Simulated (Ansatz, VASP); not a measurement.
## One calculation of PtSe2 (Sudovikovite), two programs

INCAR

```
ALGO     = Normal         # electronic algorithm
EDIFF    = 1E-6           # SCF threshold, eV
ENCUT    = 520            # plane-wave cutoff, eV
GGA      = CA             # functional
ISIF     = 2              # what is computed and relaxed
ISMEAR   = -1             # smearing method
LASPH    = True           # aspherical terms in the spheres
LCHARG   = True           # write CHGCAR
LELF     = True           # ELF
LREAL    = False          # projectors in reciprocal space
LVHAR    = True         
LWAVE    = False          # write WAVECAR
NBANDS   = 18             # bands
NELM     = 60             # most SCF steps
PREC     = Accurate       # precision mode
SIGMA    = 0.02           # smearing width, eV
```

Contents of KPOINTS:

```
k-points
0
Gamma
  12 12 6
```

Contents of POSCAR:

```
PtSe2
1.0
    3.7286599757      0.0000000000      0.0000000000
   -1.8643299879      3.2291142610      0.0000000000
    0.0000000000      0.0000000000      5.2770333298
Pt Se
1 2
Direct
    0.0000000000      0.0000000000      0.0000000000
    0.3333333333      0.6666666667      0.2462223091
    0.6666666667      0.3333333333      0.7537776909
```

Input for Ansatz:

```yaml
crystal:
  lattice:
    - [3.7286599757, 0.0, 0.0]
    - [-1.8643299879, 3.229114261, 0.0]
    - [0.0, 0.0, 5.2770333298]
  atoms:
    - { symbol: Pt, position: [0.0, 0.0, 0.0] }
    - { symbol: Se, position: [0.3333333333, 0.6666666667, 0.2462223091] }
    - { symbol: Se, position: [0.6666666667, 0.3333333333, 0.7537776909] }
kpoints:
  mp_grid: { grid: [12, 12, 6] }
  band_path:
    path:
      - [0.0, 0.0, 0.0]
      - [0.5, 0.0, 0.0]
      - [0.3333333333, 0.3333333333, 0.0]
      - [0.0, 0.0, 0.5]
      - [0.5, 0.0, 0.5]
      - [0.3333333333, 0.3333333333, 0.5]
      - [0.3, 0.3, 0.0]
      - [0.0, 0.25, 0.3333333333]
    npoints: 1
hamiltonian:
  xc: lda
scf:
  occupations: { method: fermi_dirac, width: 0.02 }
  n_extra_bands: 4
output:
  forces: true
  stress: true
  eigenvalues: true
  write_density: true
  write_potential: true
  elf: true
  volumetric_format: npy
```

Alike in both runs: task single point; functional LDA; k mesh 12 × 12 × 6; occupations fermi-dirac, width 0.02 eV; no spin polarisation.

```csv
,VASP,Ansatz
version,VASP 6.6.1,Ansatz 0.2.0
potentials or method,"VASP PAW LDA potentials, release 64 (Pt, Se)","plane waves, PAW"
plane-wave cutoff (eV),520,420
valence electrons in the cell,22,50
```

```csv
,VASP,Ansatz,Ansatz less VASP
pressure (GPa),-3.2,-3.5,-0.36
largest component of the traceless stress (GPa),0.80,0.69,-0.108
rms of the force components (eV/Å),0.096,0.118,+0.0220
```

Atom by atom the forces differ by 0.022 eV/Å (rms over components). The two sets of potentials don't hold the same shells in valence.

The runs have no spin-orbit coupling, so splittings on Pt are missing.
